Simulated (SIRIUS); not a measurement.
# C (C2/m) in SIRIUS: reference runs

Reference runs on C: the cell as given and a disturbed copy.

Program: SIRIUS 7.10.0. These are calculated values, not measurements. Logs are shortened: lines on timing, memory, paths and dates and some standing lists are left out, and cuts for length are marked. The log counts tension as positive stress, the text compression.

### 1 The crystal as given

Symmetry: C2/m, No. 12, monoclinic system. Conventional cell: a = 4.255 Å, b = 2.457 Å, c = 3.765 Å, α = 90.00°, β = 111.49°, γ = 90.00°. C (site symmetry m) is surrounded by 3 C at 1.42 Å.

This is a stacking variant of graphite.

### 2 Single point, PBEsol

File sirius.json:

```json
{
  "control": {
    "processing_unit": "cpu",
    "verbosity": 2,
    "num_bands_to_print": 10,
    "print_forces": true,
    "print_stress": true
  },
  "parameters": {
    "electronic_structure_method": "pseudopotential",
    "xc_functionals": ["XC_GGA_X_PBE_SOL", "XC_GGA_C_PBE_SOL"],
    "gk_cutoff": 9.1,
    "pw_cutoff": 18.2,
    "ngridk": [13, 13, 8],
    "shiftk": [0, 0, 0],
    "smearing": "fermi_dirac",
    "smearing_width": 0.0018374661,
    "num_bands": 10,
    "num_mag_dims": 0,
    "num_dft_iter": 100,
    "energy_tol": 1e-08,
    "density_tol": 1e-06
  },
  "iterative_solver": {
    "type": "davidson",
    "min_tolerance": 1e-09,
    "tolerance_scale": [0.1, 0.25]
  },
  "mixer": {
    "type": "anderson",
    "beta": 0.7,
    "max_history": 8
  },
  "settings": {
    "tol_ne": 1e-10,
    "pseudo_grid_cutoff": 6.5
  },
  "unit_cell": {
    "lattice_vectors": [
      [0.866012449364, -0.500022437042, 0.0],
      [0.866012449364, 0.500022437042, 0.0],
      [-0.561406509804, 0.0, 1.425969773244]
    ],
    "lattice_vectors_scale": 4.6420265239,
    "atom_coordinate_units": "lattice",
    "atom_types": ["C"],
    "atom_files": {
      "C": "C.json"
    },
    "atoms": {
      "C": [
        [0.16664447, 0.16664447, 0.99990696],
        [0.83335553, 0.83335553, 9.304e-05]
      ]
    }
  }
}
```

Potentials or basis: PseudoDojo 0.4.1 PBEsol standard (scalar relativistic).

Launch:

```sh
$ upf_to_json C.upf
$ OMP_NUM_THREADS=1 sirius.scf --input=sirius.json --output=out.json --task=0
```

Log:

```text
[info] SIRIUS version : 7.10.0
[info] number of MPI ranks           : 1
[info] MPI grid                      : 1 1
[info] maximum number of OMP threads : 1
[fft] FFT context for density and potential
[fft] =====================================
[fft]   comm size                             : 1
[fft]   plane wave cutoff                     : 18.2
[fft]   grid size                             : 30 30 45   total : 40500
[fft]   grid limits                           : -14 15   -14 15   -22 22
[fft]   number of G-vectors within the cutoff : 6317
[fft]   local number of G-vectors             : 6317
[fft]   number of G-shells                    : 3338
[fft] FFT context for coarse grid
[fft] =====================================
[fft]   comm size                             : 1
[fft]   plane wave cutoff                     : 18.2
[fft]   grid size                             : 30 30 45   total : 40500
[fft]   grid limits                           : -14 15   -14 15   -22 22
[fft]   number of G-vectors within the cutoff : 6317
[fft]   local number of G-vectors             : 6317
[fft]   number of G-shells                    : 3338
[unit cell] lattice vectors
[unit cell]   a1 :       4.0200527600     -2.3211174153      0.0000000000
[unit cell]   a2 :       4.0200527600      2.3211174153      0.0000000000
[unit cell]   a3 :      -2.6060639092      0.0000000000      6.6193895097
[unit cell] reciprocal lattice vectors
[unit cell]   b1 :       0.7814804534     -1.3534828669      0.3076700657
[unit cell]   b2 :       0.7814804534      1.3534828669      0.3076700657
[unit cell]   b3 :      -0.0000000000      0.0000000000      0.9492091828
[unit cell] unit cell volume :       123.53123862 [a.u.^3]
[unit cell] 1/sqrt(omega)    :         0.08997288
[unit cell] MT volume        :         0.00000000 ( 0.00%)
[unit cell] IT volume        :       123.53123862 (100.00%)
[unit cell] number of atom types : 1
[unit cell] type id : 0 symbol :  C mt_radius :  12.470000 num_atoms : 2
[unit cell] total number of atoms : 2
[unit cell] number of symmetry classes : 1
[unit cell] number of PAW atoms : 0
[unit cell] atom id  type id  class id             position                      vector_field
[unit cell] ------------------------------------------------------------------------------------------
[unit cell]      0        0        0      0.16664   0.16664   0.99991      0.00000   0.00000   0.00000
[unit cell]      1        0        0      0.83336   0.83336   0.00009      0.00000   0.00000   0.00000
[unit cell] atom id         position (Cartesian, a.u.)
[unit cell] ---------------------------------------------
[unit cell]      0      -1.265982    0.000000    6.618774
[unit cell]      1       6.700024   -0.000000    0.000616
[unit cell] class id : 0 atom id : 0 1
[unit cell] minimum bond length:     2.680092
[unit cell] total number of pseudo wave-functions: 8
[sym] space group number   : 12
[sym] international symbol : C2/m
[sym] Hall symbol          : -C 2y
[... 286 lines left out ...]
[find] Total energy                   :     -12.00987632 (Ha),     -24.01975264 (Ry)
[find] Free energy (E-TS)             :     -12.00987636 (Ha),     -24.01975273 (Ry)
[find] band gap (eV)                  :       0.91980868
[find] Efermi                         :       0.24292447
[find] iteration : 10, RMS : 7.820723841340e-08, energy difference : -1.354436562906e-10
[find] Hartree energy of density residual : 7.475651200675e-14
[find] bands are converged : true
[find] iterative solver converged : true
[find] converged after 11 SCF iterations!
[find] Charges and magnetic moments
[find] --------------------------------------------------------------------------------
[find] total charge          : 8.000000
[find] Energy
[find] --------------------------------------------------------------------------------
[find] valence_eval_sum               :      -0.76799040
[find] <rho|V^{XC}>                   :      -4.69140350
[find] <rho|E^{XC}>                   :      -4.26042734
[find] <mag|B^{XC}>                   :       0.00000000
[find] <rho|V^{H}>                    :       7.44101176
[find] one-electron contribution      :      -3.51759865 (Ha),      -7.03519730 (Ry)
[find] hartree contribution           :       3.72050588
[find] xc contribution                :      -4.26042734
[find] ewald contribution             :      -7.95235817
[find] PAW contribution               :       0.00000000
[find] smearing (-TS)                 :      -0.00000004
[find] SCF correction                 :       0.00000197
[find] Total energy                   :     -12.00987632 (Ha),     -24.01975264 (Ry)
[find] Free energy (E-TS)             :     -12.00987636 (Ha),     -24.01975273 (Ry)
[find] band gap (eV)                  :       0.91980868
[find] Efermi                         :       0.24292447
[ground_state] === stress tensor components [kbar] ===
[ground_state] === stress_kin ===
[ground_state] -12909.462167    0.000000    0.381239
[ground_state]     0.000000-12908.243671   -0.000000
[ground_state]     0.381239   -0.000000-14198.455693
[ground_state] === stress_har ===
[ground_state] -7901.755886    0.000000    0.298633
[ground_state]     0.000000-7901.382134   -0.000000
[ground_state]     0.298633   -0.000000 6942.136627
[ground_state] === stress_ewald ===
[ground_state] -4687.895336    0.000000    0.490499
[ground_state]     0.000000-4688.925405   -0.000000
[ground_state]     0.490499   -0.00000028316.679755
[ground_state] === stress_vloc ===
[ground_state] 21149.965408   -0.000000   -0.830843
[ground_state]    -0.00000021150.181272    0.000000
[ground_state]    -0.830843    0.000000-25155.463678
[ground_state] === stress_xc ===
[ground_state]  1038.105861   -0.000000    0.005286
[ground_state]    -0.000000 1038.101825    0.000000
[ground_state]     0.005286    0.000000 1078.783516
[ground_state] === stress_core ===
[ground_state]  1929.452141   -0.000000   -0.002268
[ground_state]    -0.000000 1929.456042    0.000000
[ground_state]    -0.002268    0.000000 1882.516321
[ground_state] === stress_nonloc ===
[ground_state]  1356.352542   -0.000000   -0.035515
[ground_state]    -0.000000 1356.285996    0.000000
[ground_state]    -0.035515    0.000000 1129.812629
[ground_state] === stress_us_nl ===
[ground_state]  1356.352542   -0.000000   -0.035515
[ground_state]    -0.000000 1356.285996    0.000000
[ground_state]    -0.035515    0.000000 1129.812629
[ground_state] === stress_total ===
[ground_state]   -25.237437    0.000000    0.307030
[ground_state]     0.000000  -24.526075   -0.000000
[ground_state]     0.307030   -0.000000   -3.990523
[ground_state] ==== total Forces in Ha/bohr =====
[ground_state] atom:    0, force:      -0.0000451      0.0000000      0.0000844
[ground_state] atom:    1, force:       0.0000451      0.0000000     -0.0000844
[ground_state] ==== ultrasoft contribution from Qij =====
[ground_state] atom:    0, force:       0.0000000      0.0000000      0.0000000
[ground_state] atom:    1, force:       0.0000000      0.0000000      0.0000000
[ground_state] ==== non-local contribution from Beta-projector =====
[ground_state] atom:    0, force:      -0.0000096      0.0000000      0.0002043
[ground_state] atom:    1, force:       0.0000096      0.0000000     -0.0002043
[ground_state] ==== contribution from local potential =====
[ground_state] atom:    0, force:      -0.0001444      0.0000000      0.0008718
[ground_state] atom:    1, force:       0.0001444      0.0000000     -0.0008718
[ground_state] ==== contribution from core density =====
[ground_state] atom:    0, force:       0.0000003      0.0000000      0.0000105
[ground_state] atom:    1, force:      -0.0000003      0.0000000     -0.0000105
[ground_state] ==== Ewald forces from ions =====
[ground_state] atom:    0, force:       0.0001086      0.0000000     -0.0010023
[ground_state] atom:    1, force:      -0.0001086      0.0000000      0.0010023
[~DFT_ground_state] local op. applied: 100871
[~DFT_ground_state] evp. work count: 43756.4
[~DFT_ground_state] number of iterative solver steps: 11616
```

It took 84 s on 1 thread of Arm Neoverse V2, shared host; peak memory 0.67 GiB.

What came out:

```yaml
Free_energy: -326.8054 eV
Pressure: 1.8 GPa
Largest_force: 0.005 eV/Å
Band_gap_on_the_k_mesh: 0.92 eV
```

Forces in eV/Å, atoms in the order of the input:
```
C   -0.002  0.000  0.004
C    0.002  0.000 -0.004
```

Caveat: an odd mesh through Γ misses points on the zone boundary, where band edges often lie; this functional lacks dispersion, which binds the layers, so the pressure and a relaxed spacing across them are unreliable.

### 3 Single point, PBEsol (atoms moved at random, drawn with an rms of 0.05 Å)

Edit sirius.json of step 2 so:

```diff
@@ -39,7 +39,6 @@
     "lattice_vectors": [
-      [0.866012449364, -0.500022437042, 0.0],
-      [0.866012449364, 0.500022437042, 0.0],
-      [-0.561406509804, 0.0, 1.425969773244]
+      [4.020052759963, -2.321117415287, 0.0],
+      [4.020052759963, 2.321117415287, 0.0],
+      [-2.60606390919, 0.0, 6.619389509655]
     ],
-    "lattice_vectors_scale": 4.6420265239,
     "atom_coordinate_units": "lattice",
@@ -51,4 +50,4 @@
       "C": [
-        [0.16664447, 0.16664447, 0.99990696],
-        [0.83335553, 0.83335553, 9.304e-05]
+        [0.151533, 0.185767, 1.002071],
+        [0.837684, 0.84088, 0.006524]
       ]
```

Potentials or basis: PseudoDojo 0.4.1 PBEsol standard (scalar relativistic).

Launch:

```sh
$ upf_to_json C.upf
$ OMP_NUM_THREADS=1 sirius.scf --input=sirius.json --output=out.json --task=0
```

Log:

```text
[info] SIRIUS version : 7.10.0
[info] number of MPI ranks           : 1
[info] MPI grid                      : 1 1
[info] maximum number of OMP threads : 1
[fft] FFT context for density and potential
[fft] =====================================
[fft]   comm size                             : 1
[fft]   plane wave cutoff                     : 18.2
[fft]   grid size                             : 30 30 45   total : 40500
[fft]   grid limits                           : -14 15   -14 15   -22 22
[fft]   number of G-vectors within the cutoff : 6317
[fft]   local number of G-vectors             : 6317
[fft]   number of G-shells                    : 3338
[fft] FFT context for coarse grid
[fft] =====================================
[fft]   comm size                             : 1
[fft]   plane wave cutoff                     : 18.2
[fft]   grid size                             : 30 30 45   total : 40500
[fft]   grid limits                           : -14 15   -14 15   -22 22
[... 377 lines left out ...]
[ground_state]    11.159854 1353.861463    0.518969
[ground_state]    -0.173894    0.518969 1130.511589
[ground_state] === stress_us_nl ===
[ground_state]  1359.277179   11.159854   -0.173894
[ground_state]    11.159854 1353.861463    0.518969
[ground_state]    -0.173894    0.518969 1130.511589
[ground_state] === stress_total ===
[ground_state]   -47.922754  -45.314896    1.001114
[ground_state]   -45.314896  -22.310844   -2.993069
[ground_state]     1.001114   -2.993069   -3.340577
[ground_state] ==== total Forces in Ha/bohr =====
[ground_state] atom:    0, force:       0.0101635     -0.0406557      0.0048826
[ground_state] atom:    1, force:      -0.0101635      0.0406557     -0.0048826
[ground_state] ==== ultrasoft contribution from Qij =====
[ground_state] atom:    0, force:       0.0000000      0.0000000      0.0000000
[ground_state] atom:    1, force:       0.0000000      0.0000000      0.0000000
[ground_state] ==== non-local contribution from Beta-projector =====
[ground_state] atom:    0, force:       0.0067105     -0.0271126      0.0092365
[ground_state] atom:    1, force:      -0.0067105      0.0271126     -0.0092365
[ground_state] ==== contribution from local potential =====
[ground_state] atom:    0, force:      -0.0258952      0.1124446      0.0553455
[ground_state] atom:    1, force:       0.0258952     -0.1124446     -0.0553455
[ground_state] ==== contribution from core density =====
[ground_state] atom:    0, force:      -0.0005799      0.0025219      0.0000141
[ground_state] atom:    1, force:       0.0005799     -0.0025219     -0.0000141
[ground_state] ==== Ewald forces from ions =====
[ground_state] atom:    0, force:       0.0299281     -0.1285096     -0.0597135
[ground_state] atom:    1, force:      -0.0299281      0.1285096      0.0597135
[~DFT_ground_state] local op. applied: 184986
[~DFT_ground_state] evp. work count: 80180.8
[~DFT_ground_state] number of iterative solver steps: 21692
```

Run time: 2.6 min. Hardware: 1 thread of Arm Neoverse V2, shared host; peak memory 1.2 GiB.

Results:

```yaml
Free_energy: -326.7603 eV
Pressure: 2.5 GPa
Largest_force: 2.170 eV/Å
Band_gap_on_the_k_mesh: 0.50 eV
```

Forces on the atoms (eV/Å):
```
C    0.523 -2.091  0.251
C   -0.523  2.091 -0.251
```

Caveat: an odd mesh through Γ misses points on the zone boundary, where band edges often lie.
